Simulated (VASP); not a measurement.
Wanted: the native input for a VASP 6.6.1 run.

| Quantity | Value |
| --- | --- |
| Task | relaxation of cell and atoms |
| Functional | PBE |
| Dispersion | D3(BJ) |
| Potentials or basis | VASP PAW PBE potentials, release 64 (Al) |
| Cutoff | 600 eV |
| k mesh | 16 × 16 × 16 |
| Occupations | methfessel-paxton, width 0.1 eV |
| Spin | no spin polarisation |
| Further INCAR settings | ALGO = Normal; EDIFF = 1e-06; IBRION = 2; EDIFFG = -0.01; NSW = 90; ISIF = 3 |

The structure of Al lies in POSCAR:

```
Al
1.0
    0.0000000000      2.0248050000      2.0248050000
    2.0248050000      0.0000000000      2.0248050000
    2.0248050000      2.0248050000      0.0000000000
Al
1
Direct
    0.0000000000      0.0000000000      0.0000000000
```

These files were run (other wordings do the same):

INCAR

```
SYSTEM = Al
PREC     = Accurate       ! precision mode
ENCUT    = 600            ! plane-wave cutoff, eV
EDIFF    = 1E-6           ! SCF threshold, eV
ISMEAR   = 1              ! smearing method
SIGMA    = 0.1            ! smearing width, eV
LREAL    = .False.        ! projectors in reciprocal space
LASPH    = .True.         ! aspherical terms in the spheres
NELM     = 80             ! most SCF steps
ALGO     = Normal         ! electronic algorithm
ISIF     = 3              ! what is computed and relaxed
LWAVE    = .False.        ! write WAVECAR
LCHARG   = .False.        ! write CHGCAR
GGA      = PE             ! functional
IVDW     = 12             ! dispersion correction
IBRION   = 2              ! ionic algorithm
NSW      = 90             ! ionic steps
EDIFFG   = -0.01          ! ionic threshold
```

KPOINTS

```
regular mesh
0
Gamma
  16 16 16
  0 0 0
```

Potentials or basis: VASP PAW PBE potentials, release 64 (Al).

Run with:

```sh
$ cat potpaw_PBE.64/Al/POTCAR > POTCAR
$ mpirun -np 1 vasp_std > vasp.out
```

It gave:

```yaml
Relaxed_volume: 15.79 Å³/atom
Relaxed_cell: a = 2.816 Å, b = 2.816 Å, c = 2.816 Å, α = 60.00°, β = 60.00°, γ = 60.00°
Space_group_after_relaxing_to_0.05_Å: Fm-3m (No. 225)
Energy_gained_by_relaxing: 10.5 meV/atom
Ionic_steps: 3
Pressure_after_relaxing: 0.0 GPa
Band_gap_on_the_k_mesh: none (metal or under the smearing width)
Dispersion_energy_per_atom: -0.352 eV
```

Caveat: pairwise dispersion overbinds metals, which lowers pressure and volume.

Wall time 9.2 s on 1 thread of Intel(R) Xeon(R) Platinum 8375C CPU @ 2.90GHz (Ice Lake), with other jobs on the host, peak memory 0.15 GiB.
